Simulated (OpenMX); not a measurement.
CuAu in OpenMX: the effect of volume scale

CuAu:

```
CELL_PARAMETERS angstrom
2.69350 0.00000 0.00000
0.00000 2.69350 0.00000
0.00000 0.00000 3.53128
ATOMIC_POSITIONS crystal
Au 0.00000 0.00000 0.00000
Cu 0.50000 0.50000 0.50000
```

Alike in all runs:

| Item | Value |
| --- | --- |
| Program | OpenMX 3.8.5 |
| Task | single point |
| Functional | PBE |
| Potentials or basis | OpenMX 2013 PBE set, Au7.0-s3p2d2f1, Cu6.0H-s3p2d2, grid cutoff 500 Ry |
| k mesh | 7 × 7 × 5 |
| Occupations | fermi-dirac, width 0.05 eV |
| Spin | no spin polarisation |

Problem. One run gave: pressure 6.5 GPa. Which volume scale did it use?
A. 1
B. 0.96
C. 0.92
D. 0.88
E. 1.04

Solution. A.

```csv
volume scale,pressure (GPa)
0.88,38.0
0.92,24.9
0.96,14.3
1,6.5
1.04,0.0
1.08,-4.7
```

Caveats: the basis of atomic orbitals isn't converged, which shifts pressures, moduli and gaps.
